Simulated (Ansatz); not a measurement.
# HfO2 (Pca2_1) in Ansatz: further runs

One crystal, HfO2, is run at these levels: r2SCAN; tasks: single point, equation of state.

Program: Ansatz 0.2.0. These are calculated values, not measurements. Logs are shortened: lines on timing, memory, paths and dates and some standing lists are left out, and cuts for length are marked.

### 1 The structure

The structure is orthorhombic, space group Pca2_1 (No. 29). Conventional cell: a = 5.219 Å, b = 5.005 Å, c = 5.033 Å, α = 90.00°, β = 90.00°, γ = 90.00°. Hf (site symmetry 1) has 7 O at 2.02 to 2.23 Å as nearest neighbours. Around O (site symmetry 1) lie 3 Hf at 2.02 to 2.13 Å. Around O (site symmetry 1) lie 4 Hf at 2.11 to 2.23 Å.

Measurements of this composition are mostly on another form, of space group No. 14.

### 2 Single point, r2SCAN, 10.30 Å³/atom (volume scaled by 0.94)

input.yaml reads:

```yaml
crystal:
  lattice:
    - [5.1129138024, 0.0, 0.0]
    - [0.0, 4.9025969881, 0.0]
    - [0.0, 0.0, 4.9299483645]
  atoms:
    - { symbol: Hf, position: [0.966994, 0.73252082, 0.74144035] }
    - { symbol: Hf, position: [0.533006, 0.73252082, 0.24144035] }
    - { symbol: Hf, position: [0.466994, 0.26747918, 0.74144035] }
    - { symbol: Hf, position: [0.033006, 0.26747918, 0.24144035] }
    - { symbol: O, position: [0.63212745, 0.9286454, 0.87926726] }
    - { symbol: O, position: [0.86787255, 0.9286454, 0.37926726] }
    - { symbol: O, position: [0.23394852, 0.53988305, 0.49229239] }
    - { symbol: O, position: [0.26605148, 0.53988305, 0.99229239] }
    - { symbol: O, position: [0.76605148, 0.46011695, 0.99229239] }
    - { symbol: O, position: [0.73394852, 0.46011695, 0.49229239] }
    - { symbol: O, position: [0.13212745, 0.0713546, 0.87926726] }
    - { symbol: O, position: [0.36787255, 0.0713546, 0.37926726] }
hamiltonian:
  xc: r2scan
  pseudopotentials: { kind: paw }
kpoints:
  mp_grid: { grid: [5, 6, 5] }
scf:
  occupations: { method: fermi_dirac, width: 0.05 }
output:
  forces: true
  stress: true
  eigenvalues: true
```

Potentials or basis: Ansatz PAW.

Command:

```bash
$ ansatz run input.yaml --threads 2 --pin off --max-ram 5120MiB --backend cpu --events-out ev --progress --plain --runs-dir out
```

The log of the run:

```text
Warning: RAYON_NUM_THREADS=2 ignored (pool sized by the plan → 2); use --threads N
Engine: ansatz 0.2.0, aarch64-unknown-linux-gnu
Pseudopotentials: kind: paw
Pseudopotential: Hf, paw, valence charge 26, recommended cutoff 500 eV (meta_gga), Hf.paw.azcp
Pseudopotential: O, paw, valence charge 6, recommended cutoff 500 eV (meta_gga), O.paw.azcp
Functional definition: r2SCAN
  parameter k0 = 0.174
  parameter k1 = 0.065
  parameter a1 = 4.9479
  exchange = r2scan_x(k0 = k0, k1 = k1, a1 = a1)
  correlation = r2scan_c
Crystal: 12 atoms, lattice volume = 123.577 Å³
Basis set: ecut = 500 eV, 3131 PW (Γ), exchange–correlation on 160×144×144 points (64 copies of the dense FFT grid, shifted against one another)
Bands: 92, of which v1, the nominal top of the filled ones, is band 76 counted from 1 (75 counted from 0)
Symmetry: 4 space group operations
Space group: Pca21 (ITA 29), of the structure as read, at distance tolerance 5.0e-5 Å
k-points: 36 of 150 (time reversal used)
Non-local potential: Hf, projectors of the file, l = 0: 3, l = 1: 2, l = 2: 2, l = 3: 3
Non-local potential: O, projectors of the file, l = 0: 2, l = 1: 2, l = 2: 1
PAW form: soft (Blöchl's): semilocal exchange-correlation on the pseudo side does not see the compensation charge
PAW frozen core: Hf, regenerated for the run's functional (the file was generated under x = pbe(κ = 0.804, μ = 0.2195149727645171), c = pbe(β = 0.06672455060314922))
PAW frozen core: O, regenerated for the run's functional (the file was generated under x = pbe(κ = 0.804, μ = 0.2195149727645171), c = pbe(β = 0.06672455060314922))
PAW one-centre angular grid: Hf, 974 points (default); XC on 160 Gauss nodes
PAW one-centre angular grid: O, 302 points (default); XC on 160 Gauss nodes
Initial density: superposition of atomic densities (neutral atoms: chi_scale 0, normalization atom), corrected by the library's trained network
Initial wavefunctions: pseudopotential atomic-orbital guess
Functional: x = r2scan, c = r2scan; τ floored in thin density (d = 2e-4 eV/Å³)
SCF iter   1: F=—  HF=-67504.553542 eV  |F-HF|=—  |Δ(HF+E_count)|=         —  Δρ=1.15e-2  dr2=1.26e-1  dr2_τ=9.39e-1  ethr=1.77e-3  ⟨swp⟩=6.0  Hψ=10541  notcnv=0  defer=86
preconditioner: auto → Resta (q_TF=auto, 2.824 Å⁻¹)  ε∞=5.2  [insulator: Δε(μ)=5.367 eV  Ē_g=19.620 eV  σ=0.050 eV  W_gap=1.00  n_scr=40 (ndim 8)  ℏωp=40.1 eV  f_vac=0.030  D(μ)=0.00/eV (n_scr^D=0)  ε∞_Penn≈5.2]
SCF iter   2: F=—  HF=-67504.812589 eV  |F-HF|=—  |Δ(HF+E_count)|=   2.59e-1  Δρ=6.30e-3  dr2=3.82e-2  dr2_τ=5.18e-3  ethr=8.30e-5  ⟨swp⟩=2.0  Hψ=6788  notcnv=0  defer=341
SCF iter   3: F=—  HF=-67504.807804 eV  |F-HF|=—  |Δ(HF+E_count)|=   4.79e-3  Δρ=3.86e-3  dr2=7.82e-3  dr2_τ=1.86e-3  ethr=2.51e-5  ⟨swp⟩=2.0  Hψ=5013  notcnv=0  defer=197
automatic band count: iteration 3 solves 88 bands in place of 92: the levels show a gap, and the empty bands left out lie too high to hold charge; the band table lists the bands solved (type scf.n_extra_bands for more)
SCF iter   4: F=—  HF=-67504.807650 eV  |F-HF|=—  |Δ(HF+E_count)|=   1.54e-4  Δρ=1.11e-3  dr2=7.68e-4  dr2_τ=1.55e-4  ethr=5.15e-6  ⟨swp⟩=2.0  Hψ=3979  notcnv=0  defer=197
SCF iter   5: F=—  HF=-67504.807748 eV  |F-HF|=—  |Δ(HF+E_count)|=   9.83e-5  Δρ=2.11e-4  dr2=3.30e-5  dr2_τ=6.78e-6  ethr=5.06e-7  ⟨swp⟩=2.1  Hψ=5030  notcnv=0  defer=197
SCF iter   6: F=—  HF=-67504.807739 eV  |F-HF|=—  |Δ(HF+E_count)|=   8.45e-6  Δρ=8.43e-5  dr2=6.12e-6  dr2_τ=1.19e-6  ethr=2.17e-8  ⟨swp⟩=2.0  Hψ=5260  notcnv=0  defer=197
SCF iter   7: F=—  HF=-67504.807742 eV  |F-HF|=—  |Δ(HF+E_count)|=   2.12e-6  Δρ=2.15e-5  dr2=4.52e-7  dr2_τ=5.13e-8  ethr=4.03e-9  ⟨swp⟩=2.0  Hψ=5206  notcnv=0  defer=197
SCF iter   8: F=-67504.807742 eV  HF=-67504.807742 eV  |F-HF|=2.76e-8  |Δ(HF+E_count)|=   9.38e-8  Δρ=6.17e-6  dr2=4.76e-8  dr2_τ=4.99e-9  ethr=6.58e-11  ⟨swp⟩=9.9  Hψ=13822  notcnv=0
SCF 1 converged in 8 iterations: F = -67504.807742 eV  dr2 = 4.76e-8
SCF converged after 8 iterations
Free energy (F): -67504.807742 eV
Harris-Foulkes:  -67504.807742 eV  (|F-HF|=2.76e-8)
Internal energy: -67504.807742 eV  (E = F + TS)
E sigma→0 (E₀):  -67504.807742 eV
Fermi energy:    18.652050 eV
--- Per-component energies (eV) ---
  E_band       = 273.437142
  E_kinetic    = 3131.703615
  E_local      = -22658.095719  (includes V_loc(G=0)·N_el)
  E_nonlocal   = -4603.569416
  E_hartree    = 10472.058598
  E_xc         = -1732.720206
  E_vxc        = -2033.092692  (∫ρ·V_xc dr)
  E_paw        = -29095.711560  (= ΣΔE_a)
  E_vpaw       = 5381.703741  (= ΣTr[D̂ρ^β])
  E_aug_tail   = 0.008439  (compensation charges beyond the density's cutoff)
  E_vtau       = 110.647741  (kinetic-family band-sum trace: ∫τ·v_τ [+ j·A + Jᵃ·Aᵃ] dr)
  E_ewald      = -23019.512052
  E_core_change = 1.030560  (= ΣΔE_core)
  E_smearing   = -0.000000  (= −TS)
  E_closure    = -0.000000  (closes the sum)
  Σ components = -67504.807742   (vs F -67504.807742, Δ=0.00e0)
--- Forces (eV/Å), atoms counted from 1 ---
  atom   1  Hf     0.19131748    -0.21376035     0.17751352
  atom   2  Hf    -0.19131748    -0.21376035     0.17751352
  atom   3  Hf     0.19131748     0.21376035     0.17751352
  atom   4  Hf    -0.19131748     0.21376035     0.17751352
  atom   5  O     -0.06907160    -0.12834278    -0.05553058
  atom   6  O      0.06907160    -0.12834278    -0.05553058
  atom   7  O      0.15473972     0.24429454    -0.12204575
  atom   8  O     -0.15473972     0.24429454    -0.12204575
  atom   9  O     -0.15473972    -0.24429454    -0.12204575
  atom  10  O      0.15473972    -0.24429454    -0.12204575
  atom  11  O     -0.06907160     0.12834278    -0.05553058
  atom  12  O      0.06907160     0.12834278    -0.05553058
  max |Σ_I F_I| component: 2.51e-4 eV/Å
--- Stress (GPa, compression-positive) ---
       23.665524      -0.000000      -0.000000
       -0.000000      24.566499       0.000000
       -0.000000       0.000000      22.848468
  P = ⅓ Tr σ = 23.6935 GPa (236.935 kbar)
--- Band table (eV; the first three rows and the last of 36) ---
  k-point 0: bands = ["-45.4592", "-45.4279", "-45.4277", "-45.4250", "-14.1165", "-14.0965", "-14.0850", "-13.6991", "-13.6268", "-13.6023", "-13.5899", "-13.5672", "-13.5558", "-13.4196", "-13.3987", "-13.3964", "-3.5050", "-1.9777", "-1.7783", "-1.7551", "-1.0388", "-0.9997", "-0.9433", "-0.7378", "6.1986", "6.2154", "6.2181", "6.2237", "6.2312", "6.2359", "6.2400", "6.2400", "6.2429", "6.2501", "6.2508", "6.2544", "6.2560", "6.2642", "6.2644", "6.2653", "6.2657", "6.2727", "6.2732", "6.2795", "6.2873", "6.2936", "6.2980", "6.2985", "6.3149", "6.3310", "6.3365", "6.4057", "10.0727", "10.2103", "10.3556", "10.9790", "11.1930", "11.2111", "12.7400", "12.8107", "12.8320", "12.8802", "13.3524", "13.6012", "13.8770", "13.9498", "14.0765", "14.3576", "14.5408", "14.7423", "14.9404", "15.1033", "15.3739", "15.9239", "16.0539", "16.0567", "21.8720", "22.1460", "22.2593", "22.7431", "22.8686", "23.0385", "23.0634", "23.4523", "23.4883", "24.0038", "24.6297", "24.6328"]
  k-point 1: bands = ["-45.4559", "-45.4283", "-45.4278", "-45.4277", "-14.0632", "-14.0569", "-14.0537", "-13.7515", "-13.6347", "-13.6165", "-13.6097", "-13.5700", "-13.5251", "-13.4528", "-13.4348", "-13.4138", "-3.2979", "-1.9508", "-1.7913", "-1.7611", "-1.1831", "-0.9890", "-0.9469", "-0.8121", "6.1971", "6.2114", "6.2200", "6.2227", "6.2274", "6.2357", "6.2392", "6.2423", "6.2443", "6.2489", "6.2525", "6.2534", "6.2554", "6.2577", "6.2650", "6.2662", "6.2689", "6.2771", "6.2778", "6.2848", "6.2888", "6.2923", "6.2949", "6.2956", "6.3110", "6.3330", "6.3339", "6.3924", "10.2389", "10.2903", "10.5756", "11.0612", "11.2988", "11.6421", "12.3792", "12.4385", "12.7621", "12.9198", "13.0780", "13.6968", "13.7189", "13.8497", "13.9921", "14.5605", "14.5858", "14.7851", "14.9908", "15.0260", "15.1307", "15.8557", "15.9515", "15.9764", "21.7155", "22.1387", "22.1716", "22.6882", "22.8700", "23.0707", "23.1376", "23.2805", "24.0703", "24.2674", "24.6892", "24.7672"]
  k-point 2: bands = ["-45.4474", "-45.4368", "-45.4278", "-45.4277", "-13.9784", "-13.9468", "-13.9325", "-13.8660", "-13.7370", "-13.6751", "-13.5950", "-13.5918", "-13.5020", "-13.4844", "-13.4712", "-13.4494", "-2.7567", "-2.1068", "-1.8890", "-1.8291", "-1.2131", "-1.0046", "-0.9701", "-0.9561", "6.1966", "6.2015", "6.2220", "6.2250", "6.2266", "6.2272", "6.2327", "6.2369", "6.2517", "6.2529", "6.2545", "6.2585", "6.2591", "6.2640", "6.2680", "6.2686", "6.2732", "6.2737", "6.2772", "6.2774", "6.2891", "6.2899", "6.2962", "6.2971", "6.3171", "6.3270", "6.3373", "6.3597", "10.3730", "10.7067", "11.1588", "11.3987", "11.7371", "11.8854", "11.9121", "11.9815", "12.2475", "12.9806", "13.0035", "13.2351", "13.6600", "13.8949", "14.0554", "14.0693", "14.0710", "14.5616", "15.0924", "15.1434", "15.6026", "15.8048", "15.8180", "15.8366", "21.5016", "21.7084", "22.1973", "22.3906", "23.1518", "23.1978", "23.2169", "23.3250", "24.6492", "24.6960", "24.7296", "24.7953"]
  k-point 35: bands = ["-45.4384", "-45.4359", "-45.4331", "-45.4322", "-14.0893", "-14.0781", "-14.0489", "-14.0378", "-13.5561", "-13.5374", "-13.5112", "-13.5009", "-13.4733", "-13.4727", "-13.4569", "-13.4434", "-2.3961", "-2.2695", "-2.1791", "-2.1643", "-1.0077", "-0.9527", "-0.9280", "-0.8582", "6.2134", "6.2158", "6.2191", "6.2199", "6.2284", "6.2294", "6.2329", "6.2352", "6.2424", "6.2469", "6.2500", "6.2533", "6.2634", "6.2636", "6.2693", "6.2707", "6.2760", "6.2793", "6.2801", "6.2828", "6.2908", "6.2946", "6.2948", "6.2969", "6.3113", "6.3141", "6.3165", "6.3221", "11.1217", "11.3435", "11.4445", "11.5488", "11.6906", "11.7352", "11.8323", "12.0829", "12.7959", "12.9036", "13.1673", "13.2270", "13.7115", "13.7426", "13.8654", "14.1130", "14.4147", "14.4986", "14.5474", "14.7444", "14.9777", "15.2030", "15.2857", "15.4441", "21.3375", "21.5309", "21.6487", "21.9168", "22.7137", "22.8345", "23.1197", "23.2403", "23.9673", "24.3098", "24.3206", "24.6801"]
```

Run time: 47 s. Hardware: 2 threads of Arm Neoverse V1, shared host; peak memory 0.8 GiB.

Results:

| Quantity | Value |
| --- | --- |
| Free energy | -67504.8077 eV |
| Pressure | 23.7 GPa |
| Largest force | 0.337 eV/Å |
| Band gap on the k mesh | 5.23 eV, indirect (least direct gap 5.43 eV) |

Caveat: odd divisions of the mesh miss points on the zone boundary, where band edges often lie, so the gap on the mesh can be too wide; spin-orbit coupling is left out, which moves the levels of the heavy elements; the PAW data sets come from PBE, with cores solved anew for the run's functional, which leaves a small shift of forces and pressure.

### 3 Single point, r2SCAN, 10.52 Å³/atom (volume scaled by 0.96)

input.yaml: that of step 2 with these lines changed.

```diff
@@ -2,5 +2,5 @@
   lattice:
-    - [5.1129138024, 0.0, 0.0]
-    - [0.0, 4.9025969881, 0.0]
-    - [0.0, 0.0, 4.9299483645]
+    - [5.148921424, 0.0, 0.0]
+    - [0.0, 4.9371234566, 0.0]
+    - [0.0, 0.0, 4.9646674546]
   atoms:
```

Potentials or basis: Ansatz PAW.

Command:

```bash
$ ansatz run input.yaml --threads 2 --pin off --max-ram 5120MiB --backend cpu --events-out ev --progress --plain --runs-dir out
```

It took 52 s on 2 threads of Arm Neoverse V1, shared host; peak memory 0.84 GiB.

It converged, with:

```yaml
Free_energy: -67505.1360 eV
Pressure: 16.4 GPa
Largest_force: 0.237 eV/Å
Band_gap_on_the_k_mesh: 5.15 eV, indirect (least direct gap 5.35 eV)
```

Caveat: odd divisions of the mesh miss points on the zone boundary, where band edges often lie, so the gap on the mesh can be too wide; spin-orbit coupling is left out, which moves the levels of the heavy elements; the PAW data sets come from PBE, with cores solved anew for the run's functional, which leaves a small shift of forces and pressure.

### 4 Single point, r2SCAN, 10.74 Å³/atom (volume scaled by 0.98)

input.yaml: that of step 3 with these lines changed.

```diff
@@ -2,5 +2,5 @@
   lattice:
-    - [5.148921424, 0.0, 0.0]
-    - [0.0, 4.9371234566, 0.0]
-    - [0.0, 0.0, 4.9646674546]
+    - [5.1844323491, 0.0, 0.0]
+    - [0.0, 4.9711736599, 0.0]
+    - [0.0, 0.0, 4.9989076225]
   atoms:
```

Command:

```bash
$ ansatz run input.yaml --threads 2 --pin off --max-ram 5120MiB --backend cpu --events-out ev --progress --plain --runs-dir out
```

It took 53 s on 2 threads of Arm Neoverse V1, shared host; peak memory 0.85 GiB.

It converged, with:

```yaml
Free_energy: -67505.3512 eV
Pressure: 9.9 GPa
Largest_force: 0.146 eV/Å
Band_gap_on_the_k_mesh: 5.08 eV, indirect (least direct gap 5.28 eV)
```

Caveat: odd divisions of the mesh miss points on the zone boundary, where band edges often lie, so the gap on the mesh can be too wide; spin-orbit coupling is left out, which moves the levels of the heavy elements; the PAW data sets come from PBE, with cores solved anew for the run's functional, which leaves a small shift of forces and pressure.

### 5 Single point, r2SCAN, 10.96 Å³/atom

input.yaml: that of step 4 with these lines changed.

```diff
@@ -2,5 +2,5 @@
   lattice:
-    - [5.1844323491, 0.0, 0.0]
-    - [0.0, 4.9711736599, 0.0]
-    - [0.0, 0.0, 4.9989076225]
+    - [5.21946336, 0.0, 0.0]
+    - [0.0, 5.00476369, 0.0]
+    - [0.0, 0.0, 5.03268505]
   atoms:
```

Command:

```bash
$ ansatz run input.yaml --threads 2 --pin off --max-ram 5120MiB --backend cpu --events-out ev --progress --plain --runs-dir out
```

Wall time 53 s (2 threads of Arm Neoverse V1, shared host); peak memory 0.86 GiB.

It converged, with:

```
Free energy            : -67505.4642 eV
Pressure               : 4.0 GPa
Largest force          : 0.066 eV/Å
Band gap on the k mesh : 5.00 eV, indirect (least direct gap 5.21 eV)
```

Caveat: odd divisions of the mesh miss points on the zone boundary, where band edges often lie, so the gap on the mesh can be too wide; spin-orbit coupling is left out, which moves the levels of the heavy elements; the PAW data sets come from PBE, with cores solved anew for the run's functional, which leaves a small shift of forces and pressure.

### 6 Single point, r2SCAN, 11.17 Å³/atom (volume scaled by 1.02)

input.yaml: that of step 5 with these lines changed.

```diff
@@ -2,5 +2,5 @@
   lattice:
-    - [5.21946336, 0.0, 0.0]
-    - [0.0, 5.00476369, 0.0]
-    - [0.0, 0.0, 5.03268505]
+    - [5.2540303499, 0.0, 0.0]
+    - [0.0, 5.0379087863, 0.0]
+    - [0.0, 0.0, 5.0660150614]
   atoms:
@@ -29 +29,5 @@
   eigenvalues: true
+  write_density: true
+  write_potential: true
+  elf: true
+  volumetric_format: npy
```

Potentials or basis: Ansatz PAW.

Command:

```bash
$ ansatz run input.yaml --threads 2 --pin off --max-ram 5120MiB --backend cpu --events-out ev --progress --plain --runs-dir out
```

It took 75 s on 2 threads of Arm Neoverse V1, shared host; peak memory 0.86 GiB.

Results (log left out):

| Quantity | Value |
| --- | --- |
| Free energy | -67505.4851 eV |
| Pressure | -1.4 GPa |
| Largest force | 0.048 eV/Å |
| Band gap on the k mesh | 4.93 eV, indirect (least direct gap 5.14 eV) |

Caveat: odd divisions of the mesh miss points on the zone boundary, where band edges often lie, so the gap on the mesh can be too wide; spin-orbit coupling is left out, which moves the levels of the heavy elements; the PAW data sets come from PBE, with cores solved anew for the run's functional, which leaves a small shift of forces and pressure.

### 7 Single point, r2SCAN, 11.39 Å³/atom (volume scaled by 1.04)

input.yaml: that of step 6 with these lines changed.

```diff
@@ -2,5 +2,5 @@
   lattice:
-    - [5.2540303499, 0.0, 0.0]
-    - [0.0, 5.0379087863, 0.0]
-    - [0.0, 0.0, 5.0660150614]
+    - [5.2881483861, 0.0, 0.0]
+    - [0.0, 5.0706233964, 0.0]
+    - [0.0, 0.0, 5.0989121849]
   atoms:
```

Command:

```bash
$ ansatz run input.yaml --threads 2 --pin off --max-ram 5120MiB --backend cpu --events-out ev --progress --plain --runs-dir out
```

Run time: 76 s. Hardware: 2 threads of Arm Neoverse V1, shared host; peak memory 0.87 GiB.

It converged, with:

| Item | Value |
| --- | --- |
| Free energy | -67505.4227 eV |
| Pressure | -6.2 GPa |
| Largest force | 0.110 eV/Å |
| Band gap on the k mesh | 4.86 eV, indirect (least direct gap 5.06 eV) |

Caveat: odd divisions of the mesh miss points on the zone boundary, where band edges often lie, so the gap on the mesh can be too wide; spin-orbit coupling is left out, which moves the levels of the heavy elements; the PAW data sets come from PBE, with cores solved anew for the run's functional, which leaves a small shift of forces and pressure.

### 8 Single point, r2SCAN, 11.61 Å³/atom (volume scaled by 1.06)

input.yaml: that of step 7 with these lines changed.

```diff
@@ -2,5 +2,5 @@
   lattice:
-    - [5.2881483861, 0.0, 0.0]
-    - [0.0, 5.0706233964, 0.0]
-    - [0.0, 0.0, 5.0989121849]
+    - [5.321831768, 0.0, 0.0]
+    - [0.0, 5.1029212315, 0.0]
+    - [0.0, 0.0, 5.1313902082]
   atoms:
@@ -29,5 +29 @@
   eigenvalues: true
-  write_density: true
-  write_potential: true
-  elf: true
-  volumetric_format: npy
```

Command:

```bash
$ ansatz run input.yaml --threads 2 --pin off --max-ram 5120MiB --backend cpu --events-out ev --progress --plain --runs-dir out
```

Wall time 57 s (2 threads of Arm Neoverse V1, shared host); peak memory 0.88 GiB.

It converged, with:

* Free energy: -67505.2851 eV
* Pressure: -10.5 GPa
* Largest force: 0.177 eV/Å
* Band gap on the k mesh: 4.78 eV, indirect (least direct gap 4.99 eV)

Caveat: odd divisions of the mesh miss points on the zone boundary, where band edges often lie, so the gap on the mesh can be too wide; spin-orbit coupling is left out, which moves the levels of the heavy elements; the PAW data sets come from PBE, with cores solved anew for the run's functional, which leaves a small shift of forces and pressure.

### 9 Equation of state, r2SCAN

Potentials or basis: Ansatz PAW.

This step only gathers the single runs of the series.

Results:

| Property | Result |
| --- | --- |
| Equilibrium volume | 11.12 Å³/atom |
| Bulk modulus at fixed shape and positions | 264 GPa |
| Pressure derivative of the bulk modulus | 4.2 |

Energy against volume, from the lowest point:
```csv
volume (Å³/atom),energy (meV/atom)
10.298,56.45
10.517,29.09
10.736,11.16
10.955,1.74
11.175,0.00
11.394,5.20
11.613,16.67
```

Caveat: the cell was scaled at fixed shape and fractional positions, which overstates the stiffness of a crystal with free parameters, most of all of layers and chains; the PAW data sets were made with another functional, which shifts forces and pressure a little.
